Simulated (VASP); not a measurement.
## NbP: relaxation of cell and atoms with PBE

The system is NbP.

```
Nb P
1.0
    -1.67492    1.67492    5.74011
     1.67492   -1.67492    5.74011
     1.67492    1.67492   -5.74011
Nb P
2 2
Direct
  0.74988 0.74988 0.00000
  0.49988 0.99988 0.50000
  0.33275 0.33275 0.00000
  0.08275 0.58275 0.50000
```

The cell is a database's computed one.

```
Program                : VASP 6.6.1
Task                   : relaxation of cell and atoms
Functional             : PBE
Potentials or basis    : VASP PAW PBE potentials, release 64 (Nb_sv, P)
Cutoff                 : 520 eV
k mesh                 : 6 × 6 × 6
Occupations            : gaussian, width 0.1 eV
Spin                   : no spin polarisation
Further INCAR settings : ALGO = Fast; EDIFF = 1e-07; IBRION = 2; EDIFFG = -0.002; NSW = 80; ISIF = 3
```

```
Relaxed volume                         : 15.99 Å³/atom
Relaxed cell                           : a = 6.191 Å, b = 6.191 Å, c = 6.191 Å, α = 148.67°, β = 148.67°, γ = 44.90°
Space group after relaxing (to 0.05 Å) : I4_1md (No. 109)
Energy gained by relaxing              : 0.4 meV/atom
Ionic steps                            : 8
Pressure after relaxing                : 0.0 GPa
Band gap on the k mesh                 : 0.04 eV, direct
```

Step by step:
```csv
step,energy change (eV),largest force (eV/Å),pressure (GPa),volume (Å³)
1,0.0000,0.0164,-1.26,64.41
2,0.0035,0.0005,2.27,63.24
3,-0.0017,0.0107,0.01,63.98
4,-0.0017,0.0108,-0.02,63.99
5,-0.0018,0.0039,-0.03,63.98
6,-0.0018,0.0020,-0.03,63.98
7,-0.0018,0.0008,0.05,63.95
8,-0.0018,0.0006,0.01,63.97
```

Final structure:
```
Nb P
1.0
    -1.67175    1.67175    5.72214
     1.67175   -1.67175    5.72214
     1.67175    1.67175   -5.72214
Nb P
2 2
Direct
  0.74998 0.74998 0.00000
  0.49998 0.99998 0.50000
  0.33265 0.33265 0.00000
  0.08265 0.58265 0.50000
```

Levels at points of the mesh, in eV from the valence-band top:
```csv
k point,band 16,band 17,band 18,band 19,band 20,band 21
"(0.00, 0.00, 0.00)",-1.65,-1.29,-1.29,0.89,1.67,2.74
"(0.50, 0.00, 0.00)",-1.80,-1.45,-0.05,0.14,1.38,2.53
"(0.50, 0.50, 0.00)",-2.78,-0.37,-0.37,3.04,3.04,3.14
"(0.50, 0.50, 0.50)",-2.62,-0.45,-0.45,1.25,1.25,2.38
```

Wall time 8.5 min on 4 MPI ranks on AMD EPYC 7R13 Processor (Zen 3), on a shared host, peak memory 0.34 GiB a rank.

Caveat: the k mesh is coarse (spacing up to 0.44 Å⁻¹), so the values aren't converged. PBE gaps usually lie below the measured ones, often by a third to a half.
